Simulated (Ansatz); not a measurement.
# NaF: levels along high-symmetry lines

```
Na F
1.0
     3.94151    0.00000    0.00000
    -1.97076    3.41345    0.00000
     0.00000    0.00000    4.65590
Na F
2 2
Cartesian
  0.0000 2.2756 -0.2887
  1.9708 1.1378 2.0393
  0.0000 2.2756 2.0393
  1.9708 1.1378 4.3672
```

Atoms are numbered in the order listed.

The cell was built from the wurtzite type and relaxed in the same program, and has space group P6_3/mmc; it needn't be a known or the stable phase. The relaxation left the symmetry of that type.

Method: DFT, PBE, all-electron LAPW, scalar-relativistic in Ansatz 0.2.0.

The runs use a Γ-centred 11×11×6 k mesh, Fermi–Dirac smearing of 0.03 eV, basis error target 0.5 meV/atom, no spin polarisation.

Points in fractions of the reciprocal vectors of this cell: Γ (0, 0, 0), M (0.5, 0, 0), K (0.333, 0.333, 0), A (0, 0, 0.5), L (0.5, 0, 0.5), H (0.333, 0.333, 0.5). The path joins them by straight lines in the order Γ–M–K–Γ–A–L–H–A–L; legs that retrace an earlier one aren't tabulated. Energies are in eV from the top of the valence band.

Q: Is there a gap, and where are the band edges?

A: 5.49 eV, direct at Γ.

Q: List the levels between -14 and 8 eV at the symmetry points.

A: 
Γ: -1.04, -0.55 (×2), -0.26 (×2), 0.00, 5.49
M: -1.02, -0.69, -0.66, -0.57, -0.33, -0.16
K: -0.99, -0.66 (×2), -0.49 (×2), -0.22
A: -0.76 (×2), -0.41 (×4), 7.71 (×2)
L: -1.19 (×2), -0.44 (×2), -0.23 (×2)
H: -1.13 (×2), -0.63 (×2), -0.14 (×2)

Kohn–Sham gaps of semilocal functionals usually fall short of measured ones.
